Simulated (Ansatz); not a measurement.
# V (beta tin type): the cost of one run

Computed with Ansatz 0.2.0 (DFT PBE, with the methods named in each step, unless a step's input says otherwise).

### Step 1. The system as given

The structure is tetragonal, space group I4_1/amd (No. 141). The conventional cell has a = 4.656 Å, b = 4.656 Å, c = 2.561 Å, α = 90.00°, β = 90.00°, γ = 90.00°. V (site symmetry -4m2) has 6 V at 2.41 to 2.56 Å in its first shell of neighbours.

As a file:

```xyz
2
Lattice="-2.3282 2.3282 1.2805 2.3282 -2.3282 1.2805 2.3282 2.3282 -1.2805" Properties=species:S:1:pos:R:3 pbc="T T T"
V     0.0000   -1.1641   -0.3201
V     0.0000    1.1641    0.3201
```

Whether this phase is the stable one at these pressures isn't tested.

Atoms are numbered in the order of the input: V1, V2.

### Step 2. Cell relaxed at zero pressure, PAW

input.yaml reads:

```yaml
crystal:
  lattice:
    - [-2.3282163273, 2.3282163273, 1.28051898]
    - [2.3282163273, -2.3282163273, 1.28051898]
    - [2.3282163273, 2.3282163273, -1.28051898]
  atoms:
    - { symbol: V, position: [-0.375, -0.125, -0.25] }
    - { symbol: V, position: [0.375, 0.125, 0.25] }
kpoints:
  mp_grid: { grid: [17, 17, 17] }
scf:
  occupations: { method: fermi_dirac, width: 0.05 }
hamiltonian:
  xc: pbe
  pseudopotentials: { kind: paw }
output:
  forces: true
  stress: true
  write_density: true
  write_potential: true
  elf: true
  volumetric_format: npy
relax:
  f_tol: 0.005
  max_steps: 40
  cell: {}
```

Started as:

```sh
$ ansatz run input.yaml --threads 1 --pin off --max-ram 2048MiB --backend cpu --events-out ev --progress --plain --runs-dir out
```

What time and memory should one allow on 1 thread of Arm Neoverse V1, shared host?

About 55 s, with a peak of 0.46 GiB.
